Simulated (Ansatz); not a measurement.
# Structure optimisation: silver, bcc

All numbers below come from DFT, RPBE, plane waves (420 eV) with PAW, scalar-relativistic in Ansatz 0.2.0. (PAW data from PBE, frozen cores regenerated.)

k-point mesh 14×14×14, Fermi-Dirac smearing 0.1 eV, no spin polarisation. Cell and atoms relax.

Starting structure:

```xyz
1
Lattice="-1.6216 1.6216 1.6216 1.6216 -1.6216 1.6216 1.6216 1.6216 -1.6216" Properties=species:S:1:pos:R:3 pbc="T T T"
Ag    0.0000    0.0000    0.0000
```

**Question.** The pressure at the start is 9.7 GPa. By how much does the volume change?

**Answer.** From 17.06 to 18.90 Å³ per atom, 10.8 %. The final cell has a = 3.356 Å.

**Question.** How much energy does the relaxation gain?

**Answer.** 49.5 meV per atom.
